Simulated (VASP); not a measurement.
Here is a VASP 6.6.1 calculation.

Contents of POSCAR:

```
AlN                                     
1.0
    3.1131018738     -0.0000000000      0.0000000000
   -1.5565509369      2.6960253073      0.0000000000
    0.0000000000      0.0000000000      4.9818131052
  Al              N             
     2     2
Direct
     0.3333333332999970    0.6666666667000030    0.9989855796533158
     0.6666666667000030    0.3333333332999970    0.4989855796533157
     0.3333333332999970    0.6666666667000030    0.3810144203466868
     0.6666666667000030    0.3333333332999970    0.8810144203466868
```

The input INCAR.step1:

```
SYSTEM = AlN
ALGO = Normal ; EDIFF = 1E-5
ENCUT = 520 ; GGA = PE
ISIF = 2 ; ISMEAR = 0
KPAR = 2 ; LASPH = .True.
LCHARG = .False. ; LREAL = .False.
LWAVE = .True. ; NBANDS = 16
NELM = 80 ; PREC = Accurate
SIGMA = 0.03
```

INCAR.step2

```
SYSTEM = AlN
ALGO = Normal ; EDIFF = 1E-6
ENCUT = 520 ; ISIF = 2
ISMEAR = 0 ; ISTART = 1
KPAR = 2 ; LASPH = .True.
LCHARG = .False. ; LREAL = .False.
LWAVE = .False. ; METAGGA = MBJ
NBANDS = 16 ; NELM = 80
PREC = Accurate ; SIGMA = 0.03
```

The input KPOINTS:

```
k-points
0
Gamma
  12 12 6
  0 0 0
```

The input KPOINTS_OPT:

```
explicit points
258
Reciprocal
 0.0000000000  0.0000000000  0.0000000000 1
 0.0263157895  0.0000000000  0.0000000000 1
 0.0526315789  0.0000000000  0.0000000000 1
 0.0789473684  0.0000000000  0.0000000000 1
 0.1052631579  0.0000000000  0.0000000000 1
 0.1315789474  0.0000000000  0.0000000000 1
[... 250 lines left out ...]
 0.5000000000  0.0000000000  0.0277462800 1
 0.5000000000  0.0000000000 -0.0277462800 1
```

Potentials or basis: VASP PAW PBE potentials, release 64 (Al, N).

Launch:

```bash
$ cat potpaw_PBE.64/Al/POTCAR potpaw_PBE.64/N/POTCAR > POTCAR
$ cp INCAR.step1 INCAR
$ mpirun -np 2 vasp_std > vasp.out
$ cp INCAR.step2 INCAR
$ mpirun -np 2 vasp_std > vasp.out
```

Predict the band gap along the path.

5.35 eV, direct.

What does it give for the band gap on the k mesh?

5.35 eV, direct.

Levels at the corners of the path, in eV from the valence-band top:
| point | band 5 | band 6 | band 7 | band 8 | band 9 | band 10 | band 11 | band 12 |
| --- | --- | --- | --- | --- | --- | --- | --- | --- |
| Γ | -0.89 | -0.23 | -0.23 | 0.00 | 5.35 | 7.89 | 12.23 | 12.43 |
| M | -3.16 | -2.05 | -1.61 | -0.72 | 7.23 | 7.27 | 9.35 | 11.77 |
| M | -3.16 | -2.05 | -1.61 | -0.72 | 7.23 | 7.27 | 9.35 | 11.77 |
| K | -3.58 | -2.34 | -2.26 | -2.26 | 6.65 | 9.81 | 11.03 | 11.03 |
| K | -3.58 | -2.34 | -2.26 | -2.26 | 6.65 | 9.81 | 11.03 | 11.03 |
| Γ | -0.89 | -0.23 | -0.23 | 0.00 | 5.35 | 7.89 | 12.23 | 12.43 |
| Γ | -0.89 | -0.23 | -0.23 | 0.00 | 5.35 | 7.89 | 12.23 | 12.43 |
| A | -0.57 | -0.57 | -0.57 | -0.57 | 7.60 | 7.60 | 11.75 | 11.75 |
| A | -0.57 | -0.57 | -0.57 | -0.57 | 7.60 | 7.60 | 11.75 | 11.75 |
| L | -1.45 | -1.45 | -1.32 | -1.32 | 6.71 | 6.71 | 10.54 | 10.54 |
| L | -1.45 | -1.45 | -1.32 | -1.32 | 6.71 | 6.71 | 10.54 | 10.54 |
| H | -3.57 | -3.57 | -0.81 | -0.81 | 8.92 | 8.92 | 9.12 | 9.12 |
| H | -3.57 | -3.57 | -0.81 | -0.81 | 8.92 | 8.92 | 9.12 | 9.12 |
| A | -0.57 | -0.57 | -0.57 | -0.57 | 7.60 | 7.60 | 11.75 | 11.75 |
| L | -1.45 | -1.45 | -1.32 | -1.32 | 6.71 | 6.71 | 10.54 | 10.54 |
| M | -3.16 | -2.05 | -1.61 | -0.72 | 7.23 | 7.27 | 9.35 | 11.77 |
| K | -3.58 | -2.34 | -2.26 | -2.26 | 6.65 | 9.81 | 11.03 | 11.03 |
| H | -3.57 | -3.57 | -0.81 | -0.81 | 8.92 | 8.92 | 9.12 | 9.12 |

**Experimental background.**

From “Self-assembly of well-separated AlN nanowires directly on sputtered metallic TiN films”, 2019, arxiv:1910.07391, for a bulk crystal of AlN at 10 K: band gap 6.034 eV (an exciton energy, a little under the gap).

A measured gap of AlN is 6.034 eV (an exciton energy, a little under the gap; 10 K; quoted in “Self-assembly of well-separated AlN nanowires directly on sputtered metallic TiN films”, 2019, arxiv:1910.07391); the calculated 5.35 eV misses it by -0.69 eV. 2 values of this kind are on record (6.034 to 6.0343 eV); this one was drawn at random. The value is that of TB-mBJ, without temperature or zero-point motion.
